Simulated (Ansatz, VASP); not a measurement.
## One calculation of GaP, two programs

```
CELL_PARAMETERS angstrom
0.00000 2.72525 2.72525
2.72525 0.00000 2.72525
2.72525 2.72525 0.00000
ATOMIC_POSITIONS crystal
Ga 0.00000 0.00000 0.00000
P 0.75000 0.75000 0.75000
```

Alike in both runs: task single point; functional PBE; k mesh 8 × 8 × 8; occupations gaussian, width 0.029 eV; no spin polarisation.

```csv
,VASP,Ansatz
version,VASP 6.6.1,Ansatz 0.2.0
potentials or method,"VASP PAW PBE potentials, release 64 (Ga_d, P)",Ansatz PAW
plane-wave cutoff (eV),520,420
valence electrons in the cell,18,18
```

|  | VASP | Ansatz | Ansatz less VASP |
| --- | --- | --- | --- |
| gap on the k mesh at the Fermi level (eV) | 1.64 | 1.64 | 0.000 |
| least direct gap on the mesh (eV) | 1.83 | 1.83 | +0.002 |
| pressure (GPa) | 2.4 | 2.5 | +0.07 |

A k mesh can miss the band edges.
